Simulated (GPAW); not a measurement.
PbS, 4 atoms in the cell. It takes space group Cmcm (No. 63, orthorhombic). The conventional cell has a = 4.160 Å, b = 11.983 Å, c = 4.279 Å, α = 90.00°, β = 90.00°, γ = 90.00°. Pb (site symmetry m2m) has 5 S at 2.69 to 2.99 Å as nearest neighbours. S (site symmetry m2m) is surrounded by 5 Pb at 2.69 to 2.99 Å. Measurements of this composition are mostly on another form, of space group No. 225.

| Item | Value |
| --- | --- |
| Program | GPAW 26.7.0 |
| Task | single point |
| Functional | PBE |
| Potentials or basis | GPAW PAW data sets (gpaw-data 1.2.1) |
| Cutoff | 600 eV |
| Basis | pw |
| k mesh | 7 × 7 × 6 |
| Occupations | gaussian, width 0.017 eV |
| Spin | no spin polarisation |
| Maxiter | 150 |

Potentials or basis: GPAW PAW data sets (gpaw-data 1.2.1), pw.

Launch:

```sh
$ OMP_NUM_THREADS=1 python run.py
```

Hardware: 1 thread of Arm Neoverse V1, on a shared host.

**Question.** How long does it take, and how much memory?

**Answer.** Run time: 3.4 min on 1 thread of Arm Neoverse V1, with other jobs on the host, peak memory 0.41 GiB. Counts: scf iterations 10, plane waves 3581, bands 33, k points 88.
